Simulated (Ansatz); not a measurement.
Crystal: ZnS (Wurtzite-2H).

```
Zn S
1.0
     3.81100    0.00000    0.00000
    -1.90550    3.30042    0.00000
     0.00000    0.00000    6.23400
Zn S
2 2
Direct
  0.66667 0.33333 0.50000
  0.33333 0.66667 0.00000
  0.66667 0.33333 0.88500
  0.33333 0.66667 0.38500
```

Program: Ansatz 0.2.0. Alike in all runs: potentials or basis all-electron LAPW, scalar-relativistic; no spin polarisation; cell as given; k mesh 8 × 8 × 5; smearing fermi-dirac 0.05 eV.

**Question.** Order these runs on this cell by their pressure, lowest first.
A. level PBEsol; cutoff (eV) 289; basis error allowed 0.001 eV/atom
B. level LDA; cutoff (eV) 265; basis error allowed 0.002 eV/atom
C. level PBE; cutoff (eV) 264; basis error allowed 0.002 eV/atom

**Answer.** B (-3.9 GPa), A (-1.3 GPa), C (2.3 GPa).

Not every run made on this cell is shown here.
